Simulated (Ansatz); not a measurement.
CaSe: moving Ca off its site

CaSe, Fm-3m, a = 5.912 Å (as given, not relaxed at this level: 1.2 GPa). Ansatz: PBE, PAW, 420 eV, Γ-centred 8×8×8 mesh on 2 atoms, Gaussian smearing 0.05 eV; no spin polarisation.

```
Ca Se
1.0
     0.00000    2.95600    2.95600
     2.95600    0.00000    2.95600
     2.95600    2.95600    0.00000
Ca Se
1 1
Direct
  0.00000 0.00000 0.00000
  0.50000 0.50000 0.50000
```

Atom 1 (Ca) moves by x along the unit vector (0.000, 0.000, -1.000), with its periodic images; all else is held. y is the free energy of the cell over the start, F the force along the path summed over the moved atoms. Symmetry makes y even in x.

| x (Å) | y (meV) | F (eV/Å) |
| --- | --- | --- |
| -0.5000 | 559.6 | 2.96 |
| -0.2500 | ? | ? |
| 0.0000 | 0.0 | 0.00 |
| 0.0625 | 6.1 | -0.20 |
| 0.1250 | 24.9 | -0.41 |
| 0.1875 | 57.8 | -0.65 |
| 0.3125 | 177.0 | -1.30 |
| 0.3750 | 271.4 | -1.74 |
| 0.4375 | 396.5 | -2.28 |

Fit y = c2 x² + c4 x⁴ to the energies of the other rows, give the force constant, and predict energy and force of the missing row.

Least squares on the rows shown. y = 1536.7 x² + 2803.3 x⁴. The force constant is 2 c2 = 3.07 eV/Å² (for all images moving together, not for a lone atom). With two atoms in a cubic cell this is the optical mode at Γ without the LO field: ω = 521.5 √(2 c2/μ) = 177 cm⁻¹ for μ = 26.59 u. The force −dy/dx at the missing row is 0.94 eV/Å (computed 0.94). At x = -0.2500 the fit asked for gives 107.0 meV. The run gave 107.4 meV, so the fit is 0.4 meV too low, within twice the rms miss on the fitted rows (0.2 meV).